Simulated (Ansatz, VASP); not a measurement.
# LiF in VASP and in Ansatz

File INCAR:

```
SYSTEM = LiF
ALGO = Normal ; EDIFF = 1E-6
ENCUT = 520 ; GGA = PE
ISIF = 2 ; ISMEAR = 0
LASPH = .True. ; LCHARG = .True.
LELF = .True. ; LREAL = .False.
LVHAR = .True. ; LWAVE = .False.
NBANDS = 12 ; NELM = 60
PREC = Accurate ; SIGMA = 0.1
```

KPOINTS

```
k-points
0
Gamma
  8 8 8
  0 0 0
```

The input POSCAR:

```
LiF
1.0
    0.0000000000      2.0322729500      2.0322729500
    2.0322729500      0.0000000000      2.0322729500
    2.0322729500      2.0322729500      0.0000000000
Li F
1 1
Direct
    0.2500000000      0.2500000000      0.2500000000
    0.5000000000      0.5000000000      0.5000000000
```

Input for Ansatz:

```yaml
crystal:
  lattice:
    - [0.0, 2.03227295, 2.03227295]
    - [2.03227295, 0.0, 2.03227295]
    - [2.03227295, 2.03227295, 0.0]
  atoms:
    - { symbol: Li, position: [0.25, 0.25, 0.25] }
    - { symbol: F, position: [0.5, 0.5, 0.5] }
basis:
  ecutwfc: 420
kpoints:
  mp_grid: { grid: [8, 8, 8] }
hamiltonian:
  xc: pbe
scf:
  occupations: { method: gaussian, width: 0.1 }
  lower_state_search: "off"
output:
  forces: true
  stress: true
  eigenvalues: true
```

Alike in both runs: task single point; functional PBE; k mesh 8 × 8 × 8; occupations gaussian, width 0.1 eV; no spin polarisation.

|  | VASP | Ansatz |
| --- | --- | --- |
| version | VASP 6.6.1 | Ansatz 0.2.0 |
| potentials or method | VASP PAW PBE potentials, release 64 (Li_sv, F) | scalar-relativistic, plane waves, PAW |
| plane-wave cutoff (eV) | 520 | 420 |
| valence electrons in the cell | 10 | 10 |

```csv
,VASP,Ansatz,Ansatz less VASP
gap on the k mesh at the Fermi level (eV),8.88,8.90,+0.018
least direct gap on the mesh (eV),8.88,8.90,+0.018
```

The functional is the same, so the differences come from potentials, cutoffs and numerics.

 Expect the measured gap to be larger: semilocal functionals such as PBE lack the derivative discontinuity. A k mesh can miss the band edges.
